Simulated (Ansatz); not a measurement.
MoP:

```
Mo P
1.0
     3.22300    0.00000    0.00000
    -1.61150    2.79120    0.00000
     0.00000    0.00000    3.19100
Mo P
1 1
Direct
  0.00000 0.00000 0.00000
  0.33333 0.66667 0.50000
```

* Program: Ansatz 0.2.0
* Task: relaxation of cell and atoms
* Functional: RPBE
* Dispersion: D4
* Potentials or basis: Ansatz PAW
* Cutoff: 420 eV (not typed: the program's choice for these potentials)
* k mesh: 10 × 10 × 8
* Occupations: fermi-dirac, width 0.05 eV
* Spin: no spin polarisation

At the start: volume 14.35 Å³/atom.

Task: How do energy, volume and symmetry change on relaxing?

Result: It ends after 5 steps and the volume is 13.91 Å³/atom (-3.1 %); space group P-6m2 (No. 187, to 0.05 Å).

The path:
| step | energy change (eV) | largest force (eV/Å) | volume (Å³) |
| --- | --- | --- | --- |
| 1 | 0.0000 | 0.0000 | 28.71 |
| 2 | -0.0133 | 0.0000 | 27.48 |
| 3 | -0.0202 | 0.0000 | 27.84 |
| 4 | -0.0202 | 0.0000 | 27.82 |
| 5 | -0.0199 | 0.0000 | 27.82 |

Final structure:
```
Mo P
1.0
     3.18169    0.00000    0.00000
    -1.59084    2.75542    0.00000
     0.00000    0.00000    3.17352
Mo P
1 1
Direct
  0.00000 0.00000 0.00000
  0.33333 0.66667 0.50000
```

Caveat: the plane-wave basis is chosen anew once the cell has moved, so the energies of steps on either side of that aren't comparable; the PAW data sets come from PBE, with cores solved anew for the run's functional, which leaves a small shift of forces and pressure.
